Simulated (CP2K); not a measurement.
NaI:

```
I Na
1.0
     4.57696    0.00000    0.00000
     2.28848    3.96376    0.00000
     2.28848    1.32125    3.73707
I Na
1 1
Direct
  0.50000 0.50000 0.50000
  0.00000 0.00000 0.00000
```

Base run:

```yaml
Program: CP2K 2026.2
Functional: PBEsol
Potentials_or_basis: POTENTIAL_UZH I GTH-PBE-q7, Na GTH-PBE-q9; TZVP-MOLOPT-PBE-GTH basis
Density_cutoff: 18368 eV
k_mesh: 7 × 7 × 7
Occupations: fermi-dirac, width 0.05 eV
Spin: no spin polarisation
```

Its results: band gap on the k mesh 3.44 eV, direct; pressure -0.1 GPa.

The run is repeated on the same cell with these changes: functional from PBEsol to PBE; ngrids from 5 to 4. What comes out?

Band gap on the k mesh 3.63 eV, direct; pressure 0.7 GPa.

Caveats: spin-orbit coupling is left out, which moves the levels of the heavy elements; the basis of atomic orbitals isn't converged, which shifts pressures, moduli and gaps; the potentials were made for another functional, which shifts forces and pressure (some runs).
